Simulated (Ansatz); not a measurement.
Crystal: Al.

```
Al
1.0
     0.00000    2.02481    2.02481
     2.02481    0.00000    2.02481
     2.02481    2.02481    0.00000
Al
1
Cartesian
  0.0000 0.0000 0.0000
```

Base run:

| Quantity | Value |
| --- | --- |
| Program | Ansatz 0.2.0 |
| Functional | r2SCAN |
| Potentials or basis | Ansatz PAW |
| Cutoff | 500 eV (not typed: the program's choice for these potentials) |
| k mesh | 11 × 11 × 11 |
| Occupations | fermi-dirac, width 0.05 eV |
| Spin | no spin polarisation |

Its results: band gap on the k mesh none (metal or under the smearing width); pressure -3.4 GPa.

**Question.** After a change of settings the same cell gave: band gap on the k mesh none (metal or under the smearing width); pressure -1.9 GPa. Which change was it?
A. functional from r2SCAN to PBEsol; cutoff from 500 eV (not typed: the program's choice for these potentials) to 420 eV (not typed: the program's choice for these potentials)
B. functional from r2SCAN to BLYP; cutoff from 500 eV (not typed: the program's choice for these potentials) to 420 eV (not typed: the program's choice for these potentials)
C. functional from r2SCAN to RPBE; cutoff from 500 eV (not typed: the program's choice for these potentials) to 420 eV (not typed: the program's choice for these potentials)
D. functional from r2SCAN to revPBE; cutoff from 500 eV (not typed: the program's choice for these potentials) to 420 eV (not typed: the program's choice for these potentials)

**Answer.** A.

Caveats: the PAW data sets come from PBE, with cores solved anew for the run's functional, which leaves a small shift of forces and pressure.

Runs at the PBE level aren't shown here.
